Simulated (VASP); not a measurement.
Runs of VASP 6.6.1 on MgS. All rows change the cell; the cell of one of them follows. It takes space group I4/mmm (No. 139, tetragonal). Conventional cell: a = 3.624 Å, b = 3.624 Å, c = 5.493 Å, α = 90.00°, β = 90.00°, γ = 90.00°. Around Mg (site symmetry 4/mmm) lie 6 S at 2.56 to 2.75 Å. Around S (site symmetry 4/mmm) lie 6 Mg at 2.56 to 2.75 Å. The cell is a database's computed one.

```csv
cell,gap on the mesh (eV),pressure (GPa)
"uniaxial strain along c, a, b and atoms relaxed: +6.0 %",2.42,(c)
"uniaxial strain along c, a, b and atoms relaxed: -6.0 %",(b),3.6
"uniaxial strain along c, a, b and atoms relaxed: +4.0 %",2.50,-1.6
"uniaxial strain along c, a, b and atoms relaxed: -4.0 %",(a),2.1
```

Alike in all rows: task single point; level PBEsol; potentials or basis VASP PAW PBE potentials, release 64 (Mg, S); no spin polarisation; k mesh 6 × 6 × 6; cutoff (eV) 520; smearing gaussian 0.02 eV.

Question: Estimate the missing entries.

Answer: (a) 2.55; (b) 2.48; (c) -2.1.

Caveats: the PAW data sets were made with another functional, which shifts forces and pressure a little.

A k mesh can miss the band edges.
